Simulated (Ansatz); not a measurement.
# Pb (Im-3m) in Ansatz: reference runs

Aim: a first look at Pb with PBEsol, on the cell as given and on a disturbed one.

Everything below comes from runs of Ansatz 0.2.0. Logs are shortened: lines on timing, memory, paths and dates and some standing lists are left out, and cuts for length are marked.

## (1) The crystal as given

The structure is cubic, space group Im-3m (No. 229). The conventional cell has a = 3.959 Å, b = 3.959 Å, c = 3.959 Å, α = 90.00°, β = 90.00°, γ = 90.00°. Pb (site symmetry m-3m) has 8 Pb at 3.43 Å as nearest neighbours.

This isn't the form of Pb at room conditions, which is fcc.

## (2) Single point, PBEsol

File input.yaml:

```yaml
crystal:
  lattice:
    - [-1.9796595667, 1.9796595667, 1.9796595667]
    - [1.9796595667, -1.9796595667, 1.9796595667]
    - [1.9796595667, 1.9796595667, -1.9796595667]
  atoms:
    - { symbol: Pb, position: [0.0, 0.0, 0.0] }
kpoints:
  mp_grid: { grid: [9, 9, 9] }
scf:
  occupations: { method: fermi_dirac, width: 0.05 }
hamiltonian:
  xc: pbesol
  pseudopotentials: { kind: all_electron, lapw: { basis_error: 0.001 } }
output:
  forces: true
  stress: true
  eigenvalues: true
  populations: true
```

Potentials or basis: all-electron LAPW, scalar-relativistic.

On the command line:

```sh
$ ansatz run input.yaml --threads 1 --pin off --max-ram 3072MiB --backend cpu --events-out ev --progress --plain --runs-dir out
```

Standard output:

```text
Warning: RAYON_NUM_THREADS=1 ignored (pool sized by the plan → 1); use --threads N
Pb: projections on atomic orbitals take those of the free atom 1s2 2s2 2p6 3s2 3p6 3d10 4s2 4p6 4d10 4f14 5s2 5p6 5d10 6s2 6p2, of charge +0.00 (hamiltonian.pseudopotentials.projection_atoms)
LAPW: plane waves up to 6.535 Å⁻¹, error target 1.0e-3 eV per atom; small_component_spin mean_spin; Pb in spheres of 1.714 Å, 36 of its electrons in bands, Dirac shells [] (how accurate: hamiltonian.pseudopotentials.lapw.basis_error, Limitations)
Engine: ansatz 0.2.0, aarch64-unknown-linux-gnu
Pseudopotentials: kind: all_electron
Pseudopotential: Pb, LAPW, valence charge 36, lapw/all_electron/scalar/gaussian/Pb, Koelling and Harmon's equation, gaussian nucleus
Functional definition: PBEsol
  exchange = pbesol_x
  correlation = pbesol_c
Crystal: 1 atoms, lattice volume = 31.034 Å³
Basis set: ecut = 162.71333224572118 eV, 141 PW (Γ), exchange–correlation at level 2
Bands: 22, of which v1, the nominal top of the filled ones, is band 18 counted from 1 (17 counted from 0)
Symmetry: 48 space group operations
Space group: Im-3m (ITA 229), of the structure as read, at distance tolerance 3.1e-5 Å
k-points: 35 of 729
Non-local potential: Pb, projectors of the file, none
Initial density: superposition of atomic densities (chi_scale 0.1, normalization cell)
Initial wavefunctions: plane waves of lowest kinetic energy (no species holds an atomic orbital)
Functional: x = pbesol(κ = 0.804, μ = 0.12345679012345678), c = pbesol(β = 0.046)
iter 1 solved again at ethr=1.07e-5 eV; its pass at ethr=1.00e-1 eV (dr2=3.85e-3 eV) is discarded
SCF iter   1: F=—  HF=-567915.118656 eV  |F-HF|=—  |Δ(HF+E_count)|=         —  Δρ=4.01e-3  dr2=3.90e-3  ethr=1.07e-5  ⟨swp⟩=3.7  Hψ=5151  notcnv=0
preconditioner: auto → none  [insulator: Δε(μ)=0.243 eV  Ē_g=19.702 eV  σ=0.050 eV  W_gap=0.84  n_scr=12 (ndim 8)  ℏωp=24.9 eV  f_vac=0.000  D(μ)=0.50/eV (n_scr^D=0)  ε∞_Penn≈2.6]
SCF iter   2: F=—  HF=-567915.104024 eV  |F-HF|=—  |Δ(HF+E_count)|=   1.46e-2  Δρ=1.60e-3  dr2=5.53e-4  ethr=1.07e-5  ⟨swp⟩=2.0  Hψ=2281  notcnv=0
SCF iter   3: F=—  HF=-567915.103279 eV  |F-HF|=—  |Δ(HF+E_count)|=   7.45e-4  Δρ=6.47e-4  dr2=8.71e-5  ethr=1.54e-6  ⟨swp⟩=2.0  Hψ=2280  notcnv=0
iter 4 solved again at ethr=8.70e-9 eV; its pass at ethr=2.42e-7 eV (dr2=3.13e-6 eV) is discarded
SCF iter   4: F=—  HF=-567915.103215 eV  |F-HF|=—  |Δ(HF+E_count)|=   6.38e-5  Δρ=1.29e-4  dr2=3.13e-6  ethr=8.70e-9  ⟨swp⟩=2.0  Hψ=3860  notcnv=0
SCF iter   5: F=—  HF=-567915.103218 eV  |F-HF|=—  |Δ(HF+E_count)|=   3.03e-6  Δρ=2.38e-5  dr2=1.11e-7  ethr=8.70e-9  ⟨swp⟩=2.0  Hψ=2280  notcnv=0
SCF iter   6: F=-567915.103218 eV  HF=-567915.103218 eV  |F-HF|=5.82e-10  |Δ(HF+E_count)|=   1.62e-7  Δρ=4.32e-7  dr2=3.61e-11  ethr=3.07e-10  ⟨swp⟩=2.3  Hψ=2297  notcnv=0
SCF 1 converged in 6 iterations: F = -567915.103218 eV  dr2 = 3.61e-11
SCF converged after 6 iterations
Free energy (F): -567915.103218 eV
Harris-Foulkes:  -567915.103218 eV  (|F-HF|=5.82e-10)
Internal energy: -567915.097802 eV  (E = F + TS)
E sigma→0 (E₀):  -567915.100510 eV
Entropy (-TS):   -0.005417 eV (-5.417 meV/atom)
Fermi energy:    15.069125 eV
--- Per-component energies (eV) ---
  E_band       = -2217.954769
  E_kinetic    = 654730.575485
  E_xc         = -10427.460330
  E_electrostatic = -1212218.212957  (all electrons and nuclei)
  E_smearing   = -0.005417  (= −TS)
  E_closure    = 0.000000  (closes the sum)
  E_atoms      = -567911.178656  (free atoms, spherical and without spin; not in F)
  Σ components = -567915.103218   (vs F -567915.103218, Δ=0.00e0)
  Basis errors (estimates in eV, not in F): energy 2.4e-4 per atom: plane waves 2.4e-4 (1.2e-4 summed), levels above the bands 3.0e-89, relativity 1.1e-8, radial functions 2.2e-6, core shells 2.1e-9; eigenvalues (radial functions only) 2.6e-5; not estimated: angular momenta, meshes, grids; target (lapw.basis_error) 1.0e-3; muffin-tin radii Pb 1.714 Å
--- Forces (eV/Å), atoms counted from 1 ---
  atom   1  Pb     0.00000000    -0.00000000     0.00000000
  max |Σ_I F_I| component: 6.16e-32 eV/Å
--- Stress (GPa, compression-positive) ---
       -1.950020       0.000000      -0.000000
        0.000000      -1.950020       0.000000
       -0.000000       0.000000      -1.950020
  P = ⅓ Tr σ = -1.9500 GPa (-19.500 kbar)
--- Band table (eV; the first three rows and the last of 35) ---
  k-point 0: bands = ["-124.6101", "-113.6649", "-113.6648", "-113.6648", "-113.6648", "-113.6646", "-113.6646", "-113.6646", "-66.3899", "-66.3899", "-66.3899", "-2.0223", "-2.0223", "-2.0223", "-1.7952", "-1.7952", "3.4245", "22.4699", "22.4699", "22.4699", "26.0809", "26.0809"]
  k-point 1: bands = ["-124.6101", "-113.6649", "-113.6648", "-113.6648", "-113.6648", "-113.6647", "-113.6647", "-113.6646", "-66.3903", "-66.3901", "-66.3899", "-2.0316", "-2.0110", "-1.9812", "-1.8053", "-1.7961", "3.6701", "20.2753", "21.7086", "22.1494", "24.8311", "25.5123"]
  k-point 2: bands = ["-124.6100", "-113.6649", "-113.6648", "-113.6648", "-113.6648", "-113.6647", "-113.6647", "-113.6646", "-66.3912", "-66.3905", "-66.3899", "-2.0553", "-1.9934", "-1.8752", "-1.8235", "-1.7983", "4.4036", "16.8924", "20.3207", "21.3653", "23.6108", "24.7325"]
  k-point 34: bands = ["-124.6100", "-113.6649", "-113.6648", "-113.6648", "-113.6648", "-113.6647", "-113.6647", "-113.6647", "-66.3926", "-66.3925", "-66.3925", "-2.0632", "-2.0546", "-1.7051", "-1.7051", "-1.7010", "9.4752", "14.5487", "14.8267", "14.8267", "19.6581", "20.3255"]
--- Löwdin populations: 1 site ---
  site symbol       q [e]
     0     Pb     81.9803
  spilling = 0.000241 (of n_electrons = 82.000000)
```

It took 2.7 s on 1 thread of Arm Neoverse V2, shared host; peak memory 0.23 GiB.

Results:

```
Free energy            : -567915.1032 eV
Pressure               : -2.0 GPa
Band gap on the k mesh : none (metal or under the smearing width)
```

Levels at points of the mesh, in eV from the Fermi level:
| k point | band 14 | band 15 | band 16 | band 17 | band 18 | band 19 | band 20 | band 21 | band 22 |
| --- | --- | --- | --- | --- | --- | --- | --- | --- | --- |
| (0.00, 0.00, 0.00) | -17.09 | -16.86 | -16.86 | -11.64 | 7.40 | 7.40 | 7.40 | 11.01 | 11.01 |

The run has no spin-orbit coupling, so splittings on Pb are missing.

## (3) Equation of state, PBEsol

Potentials or basis: all-electron LAPW, scalar-relativistic.

No new run: the results of the series are fitted here.

What came out:

- Equilibrium volume: 29.65 Å³/atom
- Bulk modulus: 49 GPa
- Pressure derivative of the bulk modulus: 5.8

Energy against volume, from the lowest point:
```csv
volume (Å³/atom),energy (meV/atom)
29.172,1.13
29.792,0.00
30.413,2.69
31.034,8.73
31.654,17.67
32.275,29.09
32.896,42.66
```

## (4) Single point, PBEsol (cell strained at random at fixed volume)

File input.yaml:

```yaml
crystal:
  lattice:
    - [-2.066904, 2.050401, 2.081247]
    - [1.999248, -1.937481, 1.900671]
    - [1.991028, 1.861605, -1.968327]
  atoms:
    - { symbol: Pb, position: [0.004664, -0.003675, 0.003135] }
kpoints:
  mp_grid: { grid: [9, 9, 9] }
scf:
  occupations: { method: fermi_dirac, width: 0.05 }
hamiltonian:
  xc: pbesol
  pseudopotentials: { kind: all_electron, lapw: { basis_error: 0.001 } }
output:
  forces: true
  stress: true
  eigenvalues: true
  populations: true
```

On the command line:

```sh
$ ansatz run input.yaml --threads 1 --pin off --max-ram 3072MiB --backend cpu --events-out ev --progress --plain --runs-dir out
```

Run time: 27 s. Hardware: 1 thread of Arm Neoverse V2, shared host; peak memory 0.53 GiB.

The run converged. Its results:

```
Free energy            : -567915.0994 eV
Pressure               : -1.3 GPa
Band gap on the k mesh : none (metal or under the smearing width)
```

Stress tensor (GPa, compression positive):
```
-1.25  0.25  0.29
 0.25 -1.44 -0.34
 0.29 -0.34 -1.18
```

Levels at points of the mesh, in eV from the Fermi level:
| k point | band 15 | band 16 | band 17 | band 18 | band 19 | band 20 | band 21 | band 22 |
| --- | --- | --- | --- | --- | --- | --- | --- | --- |
| (0.00, 0.00, 0.00) | -16.83 | -16.82 | -11.63 | 6.74 | 7.50 | 7.71 | 10.93 | 11.07 |

The run has no spin-orbit coupling, so splittings on Pb are missing.

## (5) Summary

```csv
task,cell,cutoff (eV),basis error allowed,gap on the mesh (eV),pressure (GPa)
single point,as given,163,0.001 eV/atom,none,-2.0
equation of state,as given,-,0.0005 eV/atom,-,-
single point,cell strained at random at fixed volume,171,0.001 eV/atom,none,-1.3
```

Alike in all rows: level PBEsol; potentials or basis all-electron LAPW, scalar-relativistic; no spin polarisation; k mesh 9 × 9 × 9; smearing fermi-dirac 0.05 eV.

Compare energies only between runs with the same functional and basis.
